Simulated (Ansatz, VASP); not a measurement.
# Two plane-wave programs on PbF2

The input POSCAR:

```
PbF2
1.0
    0.0000000000      2.9792060000      2.9792060000
    2.9792060000      0.0000000000      2.9792060000
    2.9792060000      2.9792060000      0.0000000000
Pb F
1 2
Direct
    0.0000000000      0.0000000000      0.0000000000
    0.2500000000      0.2500000000      0.2500000000
    0.7500000000      0.7500000000      0.7500000000
```

INCAR.step1

```
SYSTEM = PbF2
PREC     = Accurate       ! precision mode
ENCUT    = 520            ! plane-wave cutoff, eV
ISMEAR   = -1             ! smearing method
SIGMA    = 0.1            ! smearing width, eV
LREAL    = .False.        ! projectors in reciprocal space
LASPH    = .True.         ! aspherical terms in the spheres
NELM     = 100            ! most SCF steps
NBANDS   = 21             ! bands
GGA      = PE             ! functional
ALGO     = Normal         ! electronic algorithm
EDIFF    = 1E-4           ! SCF threshold, eV
LWAVE    = .True.         ! write WAVECAR
LCHARG   = .False.        ! write CHGCAR
```

INCAR.step2

```
SYSTEM = PbF2
PREC     = Accurate       ! precision mode
ENCUT    = 520            ! plane-wave cutoff, eV
EDIFF    = 1E-7           ! SCF threshold, eV
ISMEAR   = -1             ! smearing method
SIGMA    = 0.1            ! smearing width, eV
LREAL    = .False.        ! projectors in reciprocal space
LASPH    = .True.         ! aspherical terms in the spheres
NELM     = 100            ! most SCF steps
ALGO     = Normal         ! electronic algorithm
ISIF     = 2              ! what is computed and relaxed
LWAVE    = .False.        ! write WAVECAR
LCHARG   = .True.         ! write CHGCAR
METAGGA  = R2SCAN         ! meta-GGA
LMIXTAU  = .True.       
LELF     = .True.         ! ELF
LVHAR    = .True.       
NBANDS   = 21             ! bands
ISTART   = 1
```

Contents of KPOINTS:

```
regular mesh
0
Gamma
  7 7 7
  0 0 0
```

Input for Ansatz:

```yaml
crystal:
  lattice:
    - [0.0, 2.979206, 2.979206]
    - [2.979206, 0.0, 2.979206]
    - [2.979206, 2.979206, 0.0]
  atoms:
    - { symbol: Pb, position: [0.0, 0.0, 0.0] }
    - { symbol: F, position: [0.25, 0.25, 0.25] }
    - { symbol: F, position: [0.75, 0.75, 0.75] }
  symmetry: { tolerance: 0.0003 }
kpoints:
  mp_grid: { grid: [7, 7, 7], shift: [0, 0, 0] }
  band_path:
    path:
      - [0.0, 0.0, 0.0]
      - [0.5, 0.0, 0.5]
      - [0.625, 0.25, 0.625]
      - [0.375, 0.375, 0.75]
      - [0.0, 0.0, 0.0]
      - [0.5, 0.5, 0.5]
      - [0.5, 0.25, 0.75]
      - [0.5, 0.0, 0.5]
    npoints: 8
magnetization:
  spin_polarized: false
scf:
  occupations: { method: fermi_dirac }
  lower_state_search: "off"
  max_iter: 200
hamiltonian:
  pseudopotentials: { kind: paw }
  xc: r2scan
basis:
  ecutwfc: 500
  fft_grid_basis: typed
output:
  forces: true
  stress: true
  eigenvalues: true
  bader: true
  populations: true
  elf: true
  write_potential: true
  volumetric_format: npy
  dos:
    e_range: [-12, 8]
    de: 0.05
    projected: { site_lists: { F: [F], Pb: [Pb] } }
checkpoint:
  read: saved_state
```

Alike in both runs: task single point; functional r2SCAN; k mesh 7 × 7 × 7; no spin polarisation.

|  | VASP | Ansatz |
| --- | --- | --- |
| version | VASP 6.6.1 | Ansatz 0.2.0 |
| potentials or method | VASP PAW PBE potentials, release 64 (Pb_d, F) | PAW plane waves |
| plane-wave cutoff (eV) | 520 | 500 |
| occupations | fermi-dirac, width 0.1 eV | fermi-dirac |
| valence electrons in the cell | 28 | 28 |

|  | VASP | Ansatz | Ansatz less VASP |
| --- | --- | --- | --- |
| gap on the k mesh at the Fermi level (eV) | 4.96 | 4.96 | +0.001 |
| pressure (GPa) | -1.5 | -1.4 | +0.09 |

Caveats: the PAW data sets were made with another functional, which shifts forces and pressure a little (VASP); spin-orbit coupling is left out, which as a rule narrows the gap of such compounds by several tenths of an eV; an odd mesh through Γ misses points on the zone boundary, where band edges often lie. r2SCAN opens gaps a little over a GGA but as a rule still falls short of measured ones.
